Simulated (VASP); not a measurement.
# I, energy along a vibration (SMASS = -2): which settings are enough?

I, Im-3m (no. 229), atoms displaced along the mode, 2 atoms in the cell. PBE, energy along a line of displacements; PAW potentials I (PBE set). VASP 6.6.1.

Wanted: harmonic frequency within 1 %.

Space group without the displacement: Im-3m (no. 229); Mode: mode at H.

POSCAR of the starting run:
```
I
1.0
    4.1787508846      0.0000000000      0.0000000000
    0.0000000000      4.1787508846      0.0000000000
    0.0000000000      0.0000000000      4.1787508846
I
2
Direct
   -0.0095722385      0.0000000000      0.0000000000
    0.5095722385      0.5000000000      0.5000000000

    0.0100000000   0.0000000000   0.0000000000
   -0.0100000000   0.0000000000   0.0000000000
```

The series start from k mesh: 5 × 5 × 5; Cutoff (eV): 260; Step along the mode (Å): 0.02; Smearing width (eV): 0.15. Each series keeps the choices made before it, and each single choice may use up half of a tolerance.

## k mesh

| k mesh | Harmonic frequency (THz) | Time (s) |
|---|---|---|
| 2 × 2 × 2 | 3.068 | 10 |
| 3 × 3 × 3 | 1.444 | 12 |
| 4 × 4 × 4 | -1.366 | 17 |
| 5 × 5 × 5 | 2.033 | 23 |
| 6 × 6 × 6 | 2.077 | 30 |
| 7 × 7 × 7 | 2.155 | 42 |
| 9 × 9 × 9 (reference) | 2.034 | 87 |

Chosen: 9 × 9 × 9; the next looser run is off by more than half of the tolerance, so convergence isn't shown beyond this value.

## Cutoff (eV)

| Cutoff (eV) | Harmonic frequency (THz) | Time (s) |
|---|---|---|
| 140 | 2.056 | 28 |
| 170 | 2.001 | 57 |
| 200 | 2.028 | 61 |
| 230 | 2.038 | 67 |
| 260 | 2.034 | 87 |
| 300 (reference) | 2.032 | 81 |

Chosen: 200, the loosest value from which every tighter one stays within half of the tolerance.

## Smearing width (eV)

| Smearing width (eV) | Harmonic frequency (THz) | Time (s) |
|---|---|---|
| 0.4 | 2.027 | 77 |
| 0.3 | 2.06 | 72 |
| 0.2 | 2.032 | 72 |
| 0.15 | 2.033 | 72 |
| 0.1 (reference) | 2.055 | 71 |

Chosen: 0.1; the next looser run is off by more than half of the tolerance, so convergence isn't shown beyond this value.

Also changed on the way, by series that aren't shown: Step along the mode (Å): 0.04.

## All choices together

| Input | Harmonic frequency (THz) | Time (s) |
|---|---|---|
| defaults on a coarse mesh (naive) | 1.387 | 2.5 |
| chosen settings | 2.055 | 71 |
| reference settings throughout | 2.058 | 71 |

The chosen settings stay within the tolerance of the reference run, but the reference itself isn't shown to be converged in: k mesh, Smearing width (eV).

## The input

INCAR:
```
ALGO = Normal
EDIFF = 1E-7
ENCUT = 200
GGA = PE
IBRION = 0
ISMEAR = 1
ISYM = 0
IWAVPR = 11
KPAR = 2
LASPH = T
LCHARG = F
LREAL = F
LWAVE = F
NELMIN = 4
NSW = 9
POTIM = 1
PREC = Accurate
SIGMA = 0.1
SMASS = -2
```

KPOINTS:
```
Automatic mesh
0
Gamma
  9 9 9
  0 0 0
```

POSCAR:
```
I
1.0
    4.1787508846      0.0000000000      0.0000000000
    0.0000000000      4.1787508846      0.0000000000
    0.0000000000      0.0000000000      4.1787508846
I
2
Direct
   -0.0191444770      0.0000000000      0.0000000000
    0.5191444770      0.5000000000      0.5000000000

    0.0200000000   0.0000000000   0.0000000000
   -0.0200000000   0.0000000000   0.0000000000
```

Commands:
```
cat potpaw_PBE.64/I/POTCAR > POTCAR
mpirun -np 2 vasp_std > vasp.out
```

The chosen input took VASP 6.6.1 71 s on 2 cores (Intel Xeon Platinum 8375C @ 2.90GHz (Ice Lake)), a shared host.

## An input that fails: POTIM multiplies the typed steps tenfold

It runs to its end, but against the unchanged starting input it is off by 1006 % in the harmonic frequency.

Changes against the starting input:
```
- POTIM = 1
+ POTIM = 10
```
